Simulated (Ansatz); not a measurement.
Crystal: Pd.

```
Pd
1.0
    -1.57228    1.57228    1.57228
     1.57228   -1.57228    1.57228
     1.57228    1.57228   -1.57228
Pd
1
Direct
  0.00000 0.00000 0.00000
```

This isn't the form of Pd at room conditions, which is fcc.

```yaml
Program: Ansatz 0.2.0
Task: relaxation of cell and atoms
Functional: RPBE
Potentials_or_basis: Ansatz PAW
Cutoff: "420 eV (not typed: the program's choice for these potentials)"
k_mesh: 12 × 12 × 12
Occupations: fermi-dirac, width 0.05 eV
Spin: no spin polarisation
```

At the start: volume 15.55 Å³/atom.

Problem. How do energy, volume and symmetry change on relaxing?

Solution. It ends after 5 steps and the volume is 15.89 Å³/atom (+2.2 %); space group Im-3m (No. 229, to 0.05 Å).

Step by step:
```
step  energy change (eV)  largest force (eV/Å)  volume (Å³)
   1              0.0000                0.0000        15.55
   2             -0.0018                0.0000        16.12
   3             -0.0033                0.0000        15.90
   4             -0.0034                0.0000        15.89
   5             -0.0035                0.0000        15.89
```

Final structure:
```
Pd
1.0
    -1.58380    1.58380    1.58380
     1.58380   -1.58380    1.58380
     1.58380    1.58380   -1.58380
Pd
1
Direct
  0.00000 0.00000 0.00000
```

Caveat: the plane-wave basis is chosen anew once the cell has moved, so the energies of steps on either side of that aren't comparable; the PAW data sets come from PBE, with cores solved anew for the run's functional, which leaves a small shift of forces and pressure.
